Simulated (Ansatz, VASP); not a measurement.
**Two plane-wave programs on Pb**

The input POSCAR:

```
Pb
1.0
    3.4800000000      0.0000000000      0.0000000000
   -1.7400000000      3.0137684052      0.0000000000
    0.0000000000      0.0000000000      5.5900000000
Pb
2
Direct
    0.6666666667      0.3333333333      0.7500000000
    0.3333333333      0.6666666667      0.2500000000
```

INCAR.step1

```
  PREC = Accurate
  ENCUT = 520
  ISMEAR = -1
  SIGMA = 0.05
  LREAL = False
  LASPH = True
  NELM = 100
  NBANDS = 21
  GGA = PE
  ALGO = Normal
  EDIFF = 1E-4
  LWAVE = True
  LCHARG = False
```

File INCAR.step2:

```
  PREC = Accurate
  ENCUT = 520
  EDIFF = 1E-7
  ISMEAR = -1
  SIGMA = 0.05
  LREAL = False
  LASPH = True
  NELM = 100
  ALGO = Normal
  ISIF = 2
  LWAVE = False
  LCHARG = False
  METAGGA = R2SCAN
  LMIXTAU = True
  NBANDS = 21
  ISTART = 1
```

Contents of KPOINTS:

```
Automatic mesh
0
Gamma
  9 9 5
```

input.yaml

```yaml
crystal:
  lattice:
    - [3.48, 0.0, 0.0]
    - [-1.74, 3.0137684052, 0.0]
    - [0.0, 0.0, 5.59]
  atoms:
    - { symbol: Pb, position: [0.6666666667, 0.3333333333, 0.75] }
    - { symbol: Pb, position: [0.3333333333, 0.6666666667, 0.25] }
hamiltonian:
  xc: r2scan
  pseudopotentials: { kind: paw }
kpoints:
  mp_grid: { grid: [9, 9, 5] }
  band_path:
    path:
      - [[0.0, 0.0, 0.0], [0.5, 0.0, 0.0], [0.3333333333, 0.3333333333, 0.0], [0.0, 0.0, 0.0], [0.0, 0.0, 0.5], [0.5, 0.0, 0.5], [0.3333333333, 0.3333333333, 0.5], [0.0, 0.0, 0.5]]
      - [[0.5, 0.0, 0.5], [0.5, 0.0, 0.0]]
      - [[0.3333333333, 0.3333333333, 0.0], [0.3333333333, 0.3333333333, 0.5]]
    npoints: 14
scf:
  occupations: { method: fermi_dirac, width: 0.05 }
  n_extra_bands: 6
output:
  forces: true
  stress: true
  eigenvalues: true
  fatbands: false
  write_density: true
  write_potential: true
  elf: true
  volumetric_format: npy
```

This isn't the form of Pb at room conditions, which is fcc.

Alike in both runs: functional r2SCAN; k mesh 9 × 9 × 5; occupations fermi-dirac, width 0.05 eV; no spin polarisation.

|  | VASP | Ansatz |
| --- | --- | --- |
| version | VASP 6.6.1 | Ansatz 0.2.0 |
| potentials or method | VASP PAW PBE potentials, release 64 (Pb_d) | Ansatz PAW |
| plane-wave cutoff (eV) | 520 | 500 |
| valence electrons in the cell | 28 | 28 |
| task | single point | band structure |

|  | VASP | Ansatz | Ansatz less VASP |
| --- | --- | --- | --- |
| gap on the k mesh at the Fermi level (eV) | none | none | - |
| pressure (GPa) | 2.9 | 2.9 | -0.01 |
| largest component of the traceless stress (GPa) | 2.75 | 2.77 | +0.015 |

A gap of «none» marks a metal or a gap that the smearing closes.

Caveats: the PAW data sets were made with another functional, which shifts forces and pressure a little (VASP); spin-orbit coupling is left out, which moves the levels of the heavy elements (Ansatz); the PAW data sets come from PBE, with cores solved anew for the run's functional, which leaves a small shift of forces and pressure (Ansatz). Spin-orbit coupling is left out, which matters for the levels of Pb.
